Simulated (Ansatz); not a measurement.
The parent structure is Sb$_{2}$Te$_{3}$ in the Bi2Te3 type structure (space group R-3m, No. 166).

```yaml
crystal:
  lattice:
    - [2.13822, 1.23450, 9.94193]
    - [-2.13822, 1.23450, 9.94193]
    - [0.00000, -2.46900, 9.94193]
  atoms:
    - { symbol: Sb, position: [0.39906, 0.39906, 0.39906] }
    - { symbol: Sb, position: [0.60094, 0.60094, 0.60094] }
    - { symbol: Te, position: [0.00000, 0.00000, 0.00000] }
    - { symbol: Te, position: [0.21016, 0.21016, 0.21016] }
    - { symbol: Te, position: [0.78984, 0.78984, 0.78984] }
```

Cartesian axes are those of the cell as printed.

The values are results of PBE-D3(BJ), PAW, 420 eV (Ansatz, a program for electronic structure; without spin-orbit coupling), earlier PAW set, not measurements.

One thing is altered: uniaxial strain ε_zz = −0.71 %, all other strain components held at zero, atoms relaxed at fixed cell.

Predict the stress tensor and what it implies for the stiffness.

Stress of the strained cell less that of the base (GPa, compression positive):
```
   0.21    0.00    0.00
   0.00    0.21    0.00
   0.00    0.00    0.40
```

Then −Δσ_ii/ε with ε = -0.0071 gives relaxed-ion elastic constants: C33 ≈ 56 GPa.

Whether these cells are dynamically stable was not tested.
